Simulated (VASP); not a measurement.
# CoO in VASP: convergence with k mesh

Input of the first run (k mesh 3 × 3 × 3); the others differ in this setting and in those tied to it:

File INCAR:

```
SYSTEM = CoO
PREC = Accurate ; ENCUT = 400
EDIFF = 1E-7 ; ISMEAR = 0
SIGMA = 0.02 ; LREAL = .FALSE.
LASPH = .TRUE. ; NELM = 100
ALGO = Fast ; ISIF = 2
LWAVE = .FALSE. ; LCHARG = .FALSE.
ISPIN = 2 ; MAGMOM = 2 0
LORBIT = 11 ; LMAXMIX = 4
GGA = PS
```

Contents of KPOINTS:

```
regular mesh
0
G
  3 3 3
  0 0 0
```

The input POSCAR:

```
CoO
1.0
   -1.5080000000      1.5080000000      2.1072475377
    1.5080000000     -1.5080000000      2.1072475377
    1.5080000000      1.5080000000     -2.1072475377
Co O
1 1
Direct
    0.0000000000      0.0000000000      0.0000000000
    0.5000000000      0.5000000000      0.0000000000
```

Potentials or basis: VASP PAW PBE potentials, release 64 (Co, O_s).

Command:

```bash
$ cat potpaw_PBE.64/Co/POTCAR potpaw_PBE.64/O_s/POTCAR > POTCAR
$ mpirun -np 1 vasp_std > vasp.out
```

Hardware: 1 thread of Intel(R) Xeon(R) 6975P-C (Granite Rapids), on a shared host.

Problem. The values tried are 3 × 3 × 3, 4 × 4 × 4, 5 × 5 × 5, 7 × 7 × 7, 9 × 9 × 9, 11 × 11 × 11, 14 × 14 × 14, loosest first. From which on does the largest site moment stay within 0.02 μB of the tightest run that finished?

Solution. From 7 × 7 × 7 on.

| k mesh | energy less the tightest run, at zero smearing (meV/atom) | pressure (GPa) | largest site moment (μB) | SCF cycles | CPU time (s) | peak memory (GiB) |
| --- | --- | --- | --- | --- | --- | --- |
| 3 × 3 × 3 | 29.29 | -9.72 | 2.59 | 36 | 7.8 | 0.13 |
| 4 × 4 × 4 | -3.38 | -16.29 | 2.18 | 19 | 5.2 | 0.13 |
| 5 × 5 × 5 | 7.56 | -9.25 | 2.61 | 21 | 6.5 | 0.13 |
| 7 × 7 × 7 | -0.47 | -9.62 | 2.59 | 22 | 11 | 0.13 |
| 9 × 9 × 9 | -0.30 | -9.94 | 2.57 | 20 | 16 | 0.14 |
| 11 × 11 × 11 | -0.40 | -9.97 | 2.56 | 20 | 25 | 0.15 |
| 14 × 14 × 14 | 0.00 | -9.74 | 2.58 | 20 | 46 | 0.19 |

Against the tightest run, the energy stays within 1 meV/atom from 7 × 7 × 7 on. Not settled before the last step: the pressure (to 0.1 GPa). Meshes of other sizes hit other points, so gaps and Fermi surfaces needn't settle smoothly. The tightest run that finished is the yardstick and may itself not be fully converged.

Caveat, for the tightest run too: the PAW data sets were made with another functional, which shifts forces and pressure a little; a cell with one magnetic atom can't hold antiferromagnetic order, which such compounds often take; semilocal functionals often make such compounds metallic where correlation or magnetic order opens a gap, which also shifts bond lengths.
